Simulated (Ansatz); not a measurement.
# Re (P6_3/mmc) in Ansatz: settings compared

One crystal, Re, is run at these levels: revPBE, BLYP; tasks: band structure.

Everything below comes from runs of Ansatz 0.2.0. Logs are shortened: lines on timing, memory, paths and dates and some standing lists are left out, and cuts for length are marked.

### Step 1. The structure

The structure is hexagonal, space group P6_3/mmc (No. 194). The conventional cell has a = 2.766 Å, b = 2.766 Å, c = 8.939 Å, α = 90.00°, β = 90.00°, γ = 120.00°. Around Re (site symmetry -6m2) lie 12 Re at 2.75 to 2.77 Å. Re (site symmetry -3m) has 12 Re at 2.75 to 2.77 Å as nearest neighbours.

### Step 2. Band structure, revPBE

input.yaml

```yaml
crystal:
  lattice:
    - [2.7663873939, 0.0, 0.0]
    - [-1.3831936969, 2.3957617598, 0.0]
    - [0.0, 0.0, 8.93884516]
  atoms:
    - { symbol: Re, position: [0.6666666667, 0.3333333333, 0.75] }
    - { symbol: Re, position: [0.0, 0.0, 0.5] }
    - { symbol: Re, position: [0.3333333333, 0.6666666667, 0.25] }
    - { symbol: Re, position: [0.0, 0.0, 0.0] }
hamiltonian:
  xc: revpbe
  pseudopotentials: { kind: paw }
kpoints:
  mp_grid: { grid: [11, 11, 3] }
  band_path:
    path:
      - [[0.0, 0.0, 0.0], [0.5, 0.0, 0.0], [0.3333333333, 0.3333333333, 0.0], [0.0, 0.0, 0.0], [0.0, 0.0, 0.5], [0.5, 0.0, 0.5], [0.3333333333, 0.3333333333, 0.5], [0.0, 0.0, 0.5]]
      - [[0.5, 0.0, 0.5], [0.5, 0.0, 0.0]]
      - [[0.3333333333, 0.3333333333, 0.0], [0.3333333333, 0.3333333333, 0.5]]
    npoints: 14
scf:
  occupations: { method: fermi_dirac, width: 0.05 }
  n_extra_bands: 10
output:
  forces: true
  stress: true
  eigenvalues: true
  fatbands: true
  write_density: true
  write_potential: true
  elf: true
  volumetric_format: npy
```

Potentials or basis: Ansatz PAW.

Command:

```sh
> ansatz run input.yaml --threads 2 --pin off --max-ram 5632MiB --backend cpu --events-out ev --progress --plain --runs-dir out
```

Standard output:

```text
Warning: RAYON_NUM_THREADS=2 ignored (pool sized by the plan → 2); use --threads N
scf.n_extra_bands = 10 over 30 filled bands (N_el = 60.0): the run solves 40 bands
Engine: ansatz 0.2.0, x86_64-unknown-linux-gnu
Pseudopotentials: kind: paw
Pseudopotential: Re, paw, valence charge 15, recommended cutoff 420 eV (normal), Re.paw.azcp
Functional definition: revPBE
  parameter kappa = 1.245
  parameter beta = 0.06672455060314922
  exchange = pbe_x(kappa = kappa, mu = beta*pi^2/3)
  correlation = pbe_c(beta = beta)
Crystal: 4 atoms, lattice volume = 59.243 Å³
Basis set: ecut = 420 eV, 1157 PW (Γ), exchange–correlation on 40×40×120 points (8 copies of the dense FFT grid, shifted against one another)
Bands: 40, of which v1, the nominal top of the filled ones, is band 30 counted from 1 (29 counted from 0)
Symmetry: 24 space group operations
Space group: P63/mmc (ITA 194), of the structure as read, at distance tolerance 3.9e-5 Å
k-points: 32 of 363
Non-local potential: Re, projectors of the file, l = 0: 3, l = 1: 2, l = 2: 2, l = 3: 1
PAW form: soft (Blöchl's): semilocal exchange-correlation on the pseudo side does not see the compensation charge
PAW frozen core: Re, regenerated for the run's functional, and the local potential with it (the file was generated under x = pbe(κ = 0.804, μ = 0.2195149727645171), c = pbe(β = 0.06672455060314922))
PAW one-centre angular grid: Re, 590 points (default); XC on 64 Gauss nodes
Initial density: superposition of atomic densities (neutral atoms: chi_scale 0, normalization atom), corrected by the library's trained network
Initial wavefunctions: pseudopotential atomic-orbital guess
Functional: x = revpbe(κ = 1.245, μ = 0.2195149727645171), c = pbe(β = 0.06672455060314922)
SCF iter   1: F=—  HF=-43509.119275 eV  |F-HF|=—  |Δ(HF+E_count)|=         —  Δρ=9.36e-3  dr2=3.09e-2  ethr=1.77e-3  ⟨swp⟩=5.5  Hψ=4657  notcnv=0  defer=21
preconditioner: auto → Kerker (q_TF=auto, 2.734 Å⁻¹)  [metal: Δε(μ)=0.077 eV  Ē_g=6.809 eV  σ=0.050 eV  W_gap=0.33  n_scr=24 (ndim 8)  ℏωp=25.5 eV  f_vac=0.000  D(μ)=3.04/eV (n_scr^D=38)]
SCF iter   2: F=—  HF=-43509.120111 eV  |F-HF|=—  |Δ(HF+E_count)|=   8.36e-4  Δρ=5.21e-3  dr2=9.30e-3  ethr=5.15e-5  ⟨swp⟩=1.7  Hψ=1618  notcnv=0  defer=33
SCF iter   3: F=—  HF=-43509.120496 eV  |F-HF|=—  |Δ(HF+E_count)|=   3.85e-4  Δρ=5.16e-4  dr2=7.54e-5  ethr=1.55e-5  ⟨swp⟩=2.2  Hψ=1722  notcnv=0  defer=33
SCF iter   4: F=—  HF=-43509.120605 eV  |F-HF|=—  |Δ(HF+E_count)|=   1.09e-4  Δρ=6.13e-5  dr2=1.52e-6  ethr=1.26e-7  ⟨swp⟩=2.4  Hψ=1846  notcnv=0  defer=33
SCF iter   5: F=—  HF=-43509.120605 eV  |F-HF|=—  |Δ(HF+E_count)|=   4.42e-8  Δρ=1.69e-5  dr2=1.23e-7  ethr=2.54e-9  ⟨swp⟩=2.8  Hψ=2076  notcnv=0  defer=33
SCF iter   6: F=-43509.120605 eV  HF=-43509.120605 eV  |F-HF|=3.81e-9  |Δ(HF+E_count)|=   5.11e-9  Δρ=2.61e-6  dr2=5.94e-9  ethr=1.67e-10  ⟨swp⟩=10.9  Hψ=7373  notcnv=0
SCF 1 converged in 6 iterations: F = -43509.120605 eV  dr2 = 5.94e-9
NSCF: frozen V_eff on 129 k-points
SCF converged after 6 iterations
Free energy (F): -43509.120605 eV
Harris-Foulkes:  -43509.120605 eV  (|F-HF|=3.81e-9)
Internal energy: -43509.096222 eV  (E = F + TS)
E sigma→0 (E₀):  -43509.108413 eV
Entropy (-TS):   -0.024384 eV (-6.096 meV/atom)
Fermi energy:    23.951303 eV
--- Per-component energies (eV) ---
  E_band       = -293.130774
  E_kinetic    = 2164.589139
  E_local      = -3049.663035  (includes V_loc(G=0)·N_el)
  E_nonlocal   = 191.873492
  E_hartree    = 1093.911098
  E_xc         = -1617.548045
  E_vxc        = -1216.016285  (∫ρ·V_xc dr)
  E_paw        = -34671.506759  (= ΣΔE_a)
  E_vpaw       = -571.736829  (= ΣTr[D̂ρ^β])
  E_aug_tail   = -0.000311  (compensation charges beyond the density's cutoff)
  E_ewald      = -7620.698610
  E_core_change = -0.053191  (= ΣΔE_core)
  E_smearing   = -0.024384  (= −TS)
  E_closure    = 0.000000  (closes the sum)
  Σ components = -43509.120605   (vs F -43509.120605, Δ=0.00e0)
--- Forces (eV/Å), atoms counted from 1 ---
  atom   1  Re     0.00000000     0.00000000     0.00000000
  atom   2  Re    -0.00000000     0.00000000     0.00000000
  atom   3  Re     0.00000000    -0.00000000     0.00000000
  atom   4  Re    -0.00000000     0.00000000    -0.00000000
  max |Σ_I F_I| component: 2.31e-17 eV/Å
--- Stress (GPa, compression-positive) ---
        5.892484       0.000000       0.000000
        0.000000       5.892484       0.000000
        0.000000       0.000000       6.467588
  P = ⅓ Tr σ = 6.0842 GPa (60.842 kbar)
--- Band table (eV; the first three rows and the last of 32) ---
  k-point 0: bands = ["-55.9255", "-55.8814", "-55.8453", "-55.8007", "-18.4386", "-17.8925", "-17.7994", "-17.3915", "-17.3915", "-17.3104", "-17.3104", "-17.3025", "-17.3025", "-17.2200", "-17.2200", "-17.2122", "14.0464", "16.3576", "16.4309", "17.3044", "21.4252", "21.5161", "22.0517", "22.0517", "22.0794", "22.0794", "22.3377", "22.7486", "22.7486", "22.8584", "22.8584", "24.4298", "24.6059", "24.6059", "25.4653", "25.4653", "26.4690", "26.4690", "27.7126", "27.7126"]
  k-point 1: bands = ["-55.9180", "-55.8982", "-55.8284", "-55.8083", "-18.3618", "-18.1497", "-17.5320", "-17.3802", "-17.3802", "-17.3492", "-17.3492", "-17.2993", "-17.2632", "-17.2632", "-17.2316", "-17.2316", "14.3744", "15.2677", "17.1388", "17.3084", "21.6717", "22.1251", "22.1456", "22.1581", "22.1581", "22.1958", "22.1958", "22.5733", "22.5733", "22.6559", "22.6559", "23.5832", "24.8952", "24.8952", "25.3370", "25.3370", "26.7511", "26.7511", "27.3878", "27.3878"]
  k-point 2: bands = ["-55.9178", "-55.8757", "-55.8396", "-55.7970", "-18.4079", "-17.9010", "-17.8118", "-17.4624", "-17.4147", "-17.3639", "-17.3538", "-17.3275", "-17.3194", "-17.2932", "-17.2308", "-17.2248", "14.3837", "16.6687", "16.7390", "17.6231", "21.0197", "21.2936", "21.7618", "21.7825", "22.1095", "22.2963", "22.3193", "22.8499", "22.9990", "23.0455", "23.1270", "23.4684", "24.2433", "24.3629", "25.6464", "25.8885", "26.4106", "26.5298", "27.7762", "28.7901"]
  k-point 31: bands = ["-55.8017", "-55.8012", "-55.7640", "-55.7635", "-18.1818", "-18.1753", "-18.1114", "-18.0548", "-17.9365", "-17.9254", "-17.8436", "-17.7747", "-17.5996", "-17.5579", "-17.5112", "-17.4401", "18.8410", "18.9070", "19.4310", "19.4494", "19.8864", "20.0881", "20.2836", "20.5069", "21.4923", "21.7481", "21.7917", "22.1442", "23.7491", "23.9530", "25.0635", "25.3974", "26.9536", "27.2336", "27.4615", "27.6822", "30.7353", "31.1637", "31.7279", "32.2181"]
```

Run time: 2.5 s. Hardware: 2 threads of AMD EPYC 9R45 (Zen 5), shared host; peak memory 0.48 GiB.

What came out:

- Free energy: -43509.1206 eV
- Pressure: 6.1 GPa
- Band gap on the k mesh: none (metal or under the smearing width)

Stress tensor (GPa, compression positive):
```
5.89 0.00 0.00
0.00 5.89 0.00
0.00 0.00 6.47
```

Levels at the corners of the path, in eV from the Fermi level:
| point | band 26 | band 27 | band 28 | band 29 | band 30 | band 31 | band 32 | band 33 | band 34 | band 35 |
| --- | --- | --- | --- | --- | --- | --- | --- | --- | --- | --- |
| Γ | -1.87 | -1.61 | -1.20 | -1.20 | -1.09 | -1.09 | 0.48 | 0.65 | 0.65 | 1.51 |
| M | -2.00 | -0.80 | 0.32 | 0.33 | 1.11 | 2.08 | 3.92 | 3.93 | 4.04 | 4.17 |
| K | -2.21 | -2.20 | -2.18 | -0.06 | -0.06 | 1.64 | 1.64 | 2.96 | 3.11 | 3.11 |
| Γ | -1.87 | -1.61 | -1.20 | -1.20 | -1.09 | -1.09 | 0.48 | 0.65 | 0.65 | 1.51 |
| A | -1.71 | -1.42 | -1.42 | -1.42 | -1.42 | -1.12 | -1.12 | 1.19 | 1.19 | 1.19 |
| L | -1.39 | -0.67 | -0.67 | 0.27 | 0.27 | 2.70 | 2.70 | 3.98 | 3.98 | 4.39 |
| H | -2.25 | -2.20 | -2.20 | -0.02 | -0.02 | 1.08 | 1.08 | 3.20 | 3.20 | 3.51 |
| A | -1.71 | -1.42 | -1.42 | -1.42 | -1.42 | -1.12 | -1.12 | 1.19 | 1.19 | 1.19 |
| L | -1.39 | -0.67 | -0.67 | 0.27 | 0.27 | 2.70 | 2.70 | 3.98 | 3.98 | 4.39 |
| M | -2.00 | -0.80 | 0.32 | 0.33 | 1.11 | 2.08 | 3.92 | 3.93 | 4.04 | 4.17 |
| K | -2.21 | -2.20 | -2.18 | -0.06 | -0.06 | 1.64 | 1.64 | 2.96 | 3.11 | 3.11 |
| H | -2.25 | -2.20 | -2.20 | -0.02 | -0.02 | 1.08 | 1.08 | 3.20 | 3.20 | 3.51 |

Caveat: spin-orbit coupling is left out, which moves the levels of the heavy elements; the PAW data sets come from PBE, with cores solved anew for the run's functional, which leaves a small shift of forces and pressure.

### Step 3. Band structure, BLYP

Edit input.yaml of step 2 so:

```diff
@@ -11,3 +11,3 @@
 hamiltonian:
-  xc: revpbe
+  xc: blyp
   pseudopotentials: { kind: paw }
@@ -28,6 +28,2 @@
   eigenvalues: true
-  fatbands: true
-  write_density: true
-  write_potential: true
-  elf: true
-  volumetric_format: npy
+  fatbands: false
```

Potentials or basis: Ansatz PAW.

Command:

```sh
> ansatz run input.yaml --threads 2 --pin off --max-ram 5632MiB --backend cpu --events-out ev --progress --plain --runs-dir out
```

Run time: 1.7 s. Hardware: 2 threads of AMD EPYC 9R45 (Zen 5), shared host; peak memory 0.45 GiB.

It converged, with:

| Property | Result |
| --- | --- |
| Free energy | -43570.0216 eV |
| Pressure | 16.9 GPa |
| Band gap on the k mesh | none (metal or under the smearing width) |

Stress tensor (GPa, compression positive):
```
17.02  0.00  0.00
 0.00 17.02  0.00
 0.00  0.00 16.58
```

Levels at the corners of the path, in eV from the Fermi level:
| point | band 27 | band 28 | band 29 | band 30 | band 31 | band 32 | band 33 | band 34 |
| --- | --- | --- | --- | --- | --- | --- | --- | --- |
| Γ | -1.67 | -1.25 | -1.25 | -1.15 | -1.15 | 0.58 | 0.58 | 0.79 |
| M | -0.80 | 0.27 | 0.28 | 1.39 | 2.33 | 3.82 | 3.83 | 3.95 |
| K | -2.15 | -2.09 | -0.08 | -0.08 | 1.58 | 1.58 | 2.89 | 3.03 |
| Γ | -1.67 | -1.25 | -1.25 | -1.15 | -1.15 | 0.58 | 0.58 | 0.79 |
| A | -1.47 | -1.47 | -1.47 | -1.47 | -0.92 | -0.92 | 1.10 | 1.10 |
| L | -0.50 | -0.50 | 0.35 | 0.35 | 2.63 | 2.63 | 3.88 | 3.88 |
| H | -2.14 | -2.14 | -0.05 | -0.05 | 1.02 | 1.02 | 3.12 | 3.12 |
| A | -1.47 | -1.47 | -1.47 | -1.47 | -0.92 | -0.92 | 1.10 | 1.10 |
| L | -0.50 | -0.50 | 0.35 | 0.35 | 2.63 | 2.63 | 3.88 | 3.88 |
| M | -0.80 | 0.27 | 0.28 | 1.39 | 2.33 | 3.82 | 3.83 | 3.95 |
| K | -2.15 | -2.09 | -0.08 | -0.08 | 1.58 | 1.58 | 2.89 | 3.03 |
| H | -2.14 | -2.14 | -0.05 | -0.05 | 1.02 | 1.02 | 3.12 | 3.12 |

Caveat: so large a pressure means that the cell lies far from this level's equilibrium, or that cutoff or potentials fall short; spin-orbit coupling is left out, which moves the levels of the heavy elements; the PAW data sets come from PBE, with cores solved anew for the run's functional, which leaves a small shift of forces and pressure.
